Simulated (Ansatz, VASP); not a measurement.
One calculation of Rb, two programs

```xyz
1
Lattice="4.7592 0.0000 0.0000 0.0000 4.7592 0.0000 0.0000 0.0000 4.7592" Properties=species:S:1:pos:R:3 pbc="T T T"
Rb    0.0000    0.0000    0.0000
```

Alike in both runs: task single point; functional revPBE; k mesh 8 × 8 × 8; occupations fermi-dirac, width 0.1 eV; no spin polarisation.

```csv
,VASP,Ansatz
version,VASP 6.6.1,Ansatz 0.2.0
potentials or method,"VASP PAW PBE potentials, release 64 (Rb_sv)","plane waves (420 eV) with PAW, scalar-relativistic"
plane-wave cutoff (eV),520,420
valence electrons in the cell,9,9
```

|  | VASP | Ansatz | Ansatz less VASP |
| --- | --- | --- | --- |
| pressure (GPa) | 0.0 | 0.0 | 0.00 |

Caveats: the PAW data sets were made with another functional, which shifts forces and pressure a little (VASP).
